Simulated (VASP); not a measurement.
Input and output of a VASP PBE single-point calculation on BN (strained zincblende)

INCAR

```
ENCUT = 520
NBANDS = 11
SIGMA = 0.02
NSW = 0
ISMEAR = -1
PREC = Accurate
LWAVE = .FALSE.
LCHARG = .FALSE.
LASPH = .TRUE.
ISIF = 2
GGA = PE
LREAL = .FALSE.
EDIFF = 1E-7
IBRION = -1
NELM = 120
```

KPOINTS

```
KPOINTS created by Atomic Simulation Environment
0
Gamma
12 12 12
0 0 0
```

KPOINTS_OPT

```
special points
7
Reciprocal
0.0000000000 0.0000000000 0.0000000000 1
-0.5000000000 -0.5000000000 0.0000000000 1
-0.3750000000 -0.3750000000 0.2500000000 1
-0.3750000000 0.0000000000 0.3750000000 1
0.0000000000 0.0000000000 0.5000000000 1
-0.5000000000 -0.2500000000 0.2500000000 1
0.0000000000 0.5000000000 0.5000000000 1
```

POSCAR

```
B  N
 1.0000000000000000
    -0.0277811212000000    1.8131408530999999    1.8131408530999999
     1.8131408530999999   -0.0277811212000000    1.8131408530999999
     1.8131408530999999    1.8131408530999999   -0.0277811212000000
 B   N
   1   1
Cartesian
  0.0000000000000000  0.0000000000000000  0.0000000000000000
  0.8996251462500000  0.8996251462500000  0.8996251462500000
```

VASP ran with the recommended PBE PAW datasets (8 valence electrons in the cell).

Command

```
mpirun -np 1 vasp_std
```

From OUTCAR

```
k-points           NKPTS =    189   k-points in BZ     NKDIM =    189   number of bands    NBANDS=     11

   NELECT =       8.0000    total number of electrons

   dimension x,y,z NGX =    20 NGY =   20 NGZ =   20
   dimension x,y,z NGXF=    40 NGYF=   40 NGZF=   40

  energy-cutoff  :      520.00
  volume of cell :       12.20
      direct lattice vectors                 reciprocal lattice vectors
    -0.027781121  1.813140853  1.813140853    -0.269506209  0.273699866  0.273699866
     1.813140853 -0.027781121  1.813140853     0.273699866 -0.269506209  0.273699866
     1.813140853  1.813140853 -0.027781121     0.273699866  0.273699866 -0.269506209

 k-points in reciprocal lattice and weights: KPOINTS created by Atomic Simulation Env
   0.00000000  0.00000000  0.00000000       0.001
   0.08333333  0.00000000  0.00000000       0.003
   0.16666667  0.00000000  0.00000000       0.003
   0.25000000  0.00000000  0.00000000       0.003
   0.33333333  0.00000000  0.00000000       0.003
   0.41666667 -0.00000000  0.00000000       0.003
   0.50000000  0.00000000  0.00000000       0.002
   0.08333333  0.08333333  0.00000000       0.003
   ...

 E-fermi :   7.4767

 k-point     1 :       0.0000    0.0000    0.0000
  band No.  band energies     occupation
      1     -12.8593      2.00000
      2       6.9893      2.00000
      3       6.9893      2.00000
      4       7.0566      2.00000
      5      15.4837      0.00000
      6      15.4837      0.00000
      7      15.8174      0.00000
      8      17.1205      0.00000
      9      31.1679      0.00000
     10      34.4018      0.00000
     11      34.4018      0.00000

 k-point     2 :       0.0833    0.0000    0.0000
  band No.  band energies     occupation
      1     -12.6966      2.00000
      2       6.0822      2.00000
      3       6.8245      2.00000
      4       6.8789      2.00000
      5      15.6870      0.00000
      6      15.7429      0.00000
      7      16.2301      0.00000
      8      17.5445      0.00000
      9      31.0246      0.00000
     10      32.1570      0.00000
     11      32.4721      0.00000

 k-point     3 :       0.1667    0.0000    0.0000
  band No.  band energies     occupation
      1     -12.2148      2.00000
      2       4.0089      2.00000
      3       6.4226      2.00000
      4       6.4572      2.00000
      5      16.0348      0.00000
      6      16.3524      0.00000
      7      16.9193      0.00000
      8      18.7598      0.00000
      9      30.5367      0.00000
     10      30.5889      0.00000
     11      31.1128      0.00000

 k-point     4 :       0.2500    0.0000    0.0000
  band No.  band energies     occupation
      1     -11.4386      2.00000
      2       1.5999      2.00000
      3       5.9573      2.00000
      4       5.9655      2.00000
      5      16.3532      0.00000
      6      16.9533      0.00000
      7      17.4896      0.00000
      8      20.1025      0.00000
      9      30.0483      0.00000
     10      30.1101      0.00000
     11      30.7658      0.00000

 k-point     5 :       0.3333    0.0000    0.0000
  band No.  band energies     occupation
      1     -10.4328      2.00000
      2      -0.7149      2.00000
      3       5.5422      2.00000
      4       5.5602      2.00000
      5      16.5997      0.00000
      6      17.2864      0.00000
      7      17.7998      0.00000
      8      21.1204      0.00000
      9      29.8434      0.00000
     10      30.7687      0.00000
     11      31.5081      0.00000

 k-point     6 :       0.4167   -0.0000    0.0000
  band No.  band energies     occupation
      1      -9.3883      2.00000
      2      -2.5893      2.00000
      3       5.2646      2.00000
      4       5.3016      2.00000
      5      16.7518      0.00000
      6      17.3738      0.00000
      7      17.8848      0.00000
      8      21.7230      0.00000
      9      29.9218      0.00000
     10      32.1535      0.00000
     11      32.8560      0.00000

 k-point     7 :       0.5000    0.0000    0.0000
  band No.  band energies     occupation
      1      -8.8566      2.00000
      2      -3.4041      2.00000
      3       5.1687      2.00000
      4       5.2125      2.00000
      5      16.8017      0.00000
      6      17.3770      0.00000
      7      17.8908      0.00000
      8      21.9202      0.00000
      9      30.0356      0.00000
     10      32.9621      0.00000
     11      33.0276      0.00000

 k-point     8 :       0.0833    0.0833    0.0000
  band No.  band energies     occupation
      1     -12.6399      2.00000
      2       6.4023      2.00000
      3       6.4401      2.00000
      4       6.5427      2.00000
      5      15.2653      0.00000
      6      16.2202      0.00000
      7      16.4130      0.00000
      8      17.7129      0.00000
      9      29.5730      0.00000
     10      31.9890      0.00000
     11      34.7005      0.00000

 k-point     9 :       0.1667    0.0833    0.0000
  band No.  band energies     occupation
      1     -12.2621      2.00000
      2       4.6952      2.00000
      3       6.0069      2.00000
      4       6.3738      2.00000
      5      15.3350      0.00000
      6      16.7317      0.00000
      7      17.2530      0.00000
      8      18.5680      0.00000
      9      27.9430      0.00000
     10      32.0238      0.00000
     11      33.3637      0.00000

 k-point    10 :       0.2500    0.0833    0.0000
  band No.  band energies     occupation
      1     -11.5811      2.00000
      2       2.4144      2.00000
      3       5.4924      2.00000
      4       6.0015      2.00000
      5      15.8235      0.00000
      6      17.1138      0.00000
      7      17.9809      0.00000
      8      19.6642      0.00000
      9      27.3480      0.00000
     10      31.7529      0.00000
     11      32.6314      0.00000

 k-point    11 :       0.3333    0.0833    0.0000
  band No.  band energies     occupation
      1     -10.6448      2.00000
      2       0.0890      2.00000
      3       5.1063      2.00000
      4       5.5028      2.00000
      5      16.3233      0.00000
      6      17.3944      0.00000
      7      18.3636      0.00000
      8      20.5872      0.00000
      9      27.7799      0.00000
     10      31.5531      0.00000
     11      32.8766      0.00000

 k-point    12 :       0.4167    0.0833   -0.0000
  band No.  band energies     occupation
      1      -9.5866      2.00000
      2      -1.9378      2.00000
      3       4.9078      2.00000
      4       5.0340      2.00000
      5      16.6585      0.00000
      6      17.5049      0.00000
      7      18.4036      0.00000
      8      21.4192      0.00000
      9      28.5808      0.00000
     10      31.9350      0.00000
     11      33.5143      0.00000

 k-point    13 :       0.5000    0.0833    0.0000
  band No.  band energies     occupation
      1      -8.8106      2.00000
      2      -3.1668      2.00000
      3       4.6771      2.00000
      4       4.9296      2.00000
      5      16.9022      0.00000
      6      17.4940      0.00000
      7      18.2690      0.00000
      8      21.9784      0.00000
      9      29.1079      0.00000
     10      32.7511      0.00000
     11      33.4095      0.00000

 k-point    14 :      -0.4167    0.0833   -0.0000
  band No.  band energies     occupation
      1      -9.0047      2.00000
      2      -2.8743      2.00000
      3       4.5051      2.00000
      4       5.1457      2.00000
      5      17.1113      0.00000
      6      17.4482      0.00000
      7      18.0959      0.00000
      8      21.9701      0.00000
      9      29.3201      0.00000
     10      32.1467      0.00000
     11      33.0830      0.00000

 k-point    15 :      -0.3333    0.0833   -0.0000
  band No.  band energies     occupation
      1      -9.9549      2.00000
      2      -1.2826      2.00000
      3       4.5386      2.00000
      4       5.5327      2.00000
      5      17.0762      0.00000
      6      17.5130      0.00000
      7      17.9120      0.00000
      8      21.3711      0.00000
      9      29.3032      0.00000
     10      30.3583      0.00000
     11      33.0539      0.00000

 k-point    16 :      -0.2500    0.0833    0.0000
  band No.  band energies     occupation
      1     -10.9961      2.00000
      2       0.8855      2.00000
      3       4.7877      2.00000
      4       6.0278      2.00000
      5      16.7945      0.00000
      6      17.3106      0.00000
      7      17.7844      0.00000
      8      20.3949      0.00000
      9      29.0233      0.00000
     10      29.4117      0.00000
     11      32.7747      0.00000

 ...

  Total       -0.6190252     -0.6190252     -0.6190252      0.4917920      0.4917920      0.4917920
  in kB      -81.3254713    -81.3254713    -81.3254713     64.6099989     64.6099989     64.6099989
  external PRESSURE =     -81.3254713 kB  Pullay stress =       0.0000000 kB

 POSITION                                       TOTAL-FORCE (eV/Angst)
 -----------------------------------------------------------------------------------
      0.00000      0.00000      0.00000        -0.020486     -0.020486     -0.020486
      0.89963      0.89963      0.89963         0.020486      0.020486      0.020486
 -----------------------------------------------------------------------------------
    total drift:                                0.000006      0.000006      0.000006

  FREE ENERGIE OF THE ION-ELECTRON SYSTEM (eV)
  ---------------------------------------------------
  free  energy   TOTEN  =       -17.4327751240 eV

  energy  without entropy=      -17.4327751240  energy(sigma->0) =      -17.43277512
```

```yaml
gap_between_bands_v_and_c: 4.37 eV
least_direct_gap: 8.43 eV
pressure: -8.1 GPa
largest_force: 0.04 eV/Å
```

Band v is the last that the valence electrons fill when counted band by band, and c is the next.

The run took about 20 s on one core of a shared host (Intel Xeon Platinum 8488C) and held 0.15 GiB at most.
